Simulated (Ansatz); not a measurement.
Planning a run of Ansatz 0.2.0 on Te2Mo (2H monolayer). The input:

```yaml
crystal:
  lattice:
    - [3.5550790444, 0.0, 0.0]
    - [-1.7775395222, 3.0787887649, 0.0]
    - [0.0, 0.0, 31.5341825584]
  atoms:
    - { symbol: Mo, position: [0.3333333333, 0.6666666667, 0.2854045759] }
    - { symbol: Te, position: [0.6666666667, 0.3333333333, 0.3427368186] }
    - { symbol: Te, position: [0.6666666667, 0.3333333333, 0.2280723333] }
  periodic: [true, true, false]
kpoints:
  mp_grid: { grid: [12, 12, 1] }
  band_path:
    path: [[0.0, 0.0, 0.0], [0.5, 0.0, 0.0], [0.3333333333, 0.3333333333, 0.0]]
    npoints: 1
hamiltonian:
  xc: r2scan
scf:
  occupations: { method: fixed }
  n_extra_bands: 10
magnetization:
  noncollinear: true
  spin_orbit: true
output:
  eigenvalues: true
  forces: true
  stress: true
```

```sh
ansatz run input.yaml --threads 2 --pin off --max-ram 92160MiB --backend cuda --events-out ev --progress --plain --runs-dir out --devices 1 --max-vram 13GiB  # rebuilt from the run's record
```

Estimate wall time and host memory on 1 × NVIDIA H100 80GB HBM3 (shared by 6 runs) with 2 threads of AMD EPYC 7R13 (Zen 3), shared host.

It took 15 s; on shared hardware allow 7.5 s to 30 s. Peak host memory was 1.6 GiB. The sizes that set the cost: 8887 plane waves a state, 19 irreducible k points and 10 SCF cycles.

[Paths, hosts, dates, memory and timing lines, banners, echoed tables and standing remarks are left out of the program output.]

[Logs are printed without paths, hosts, clocks, repeated set-up lines and the standing remarks that a program may print on its own settings, such as how far it seeks lower states.]

[Runs of the session that timed out or met a known fault of the program may be left out.]

[Cells called generated may have been cut or substituted from an entry of the Crystallography Open Database or the Materials Project.]

[Hosts, paths, dates, database ids (printed as entryN), source tags and the programs' standing remarks are cut or masked in the printed files.]
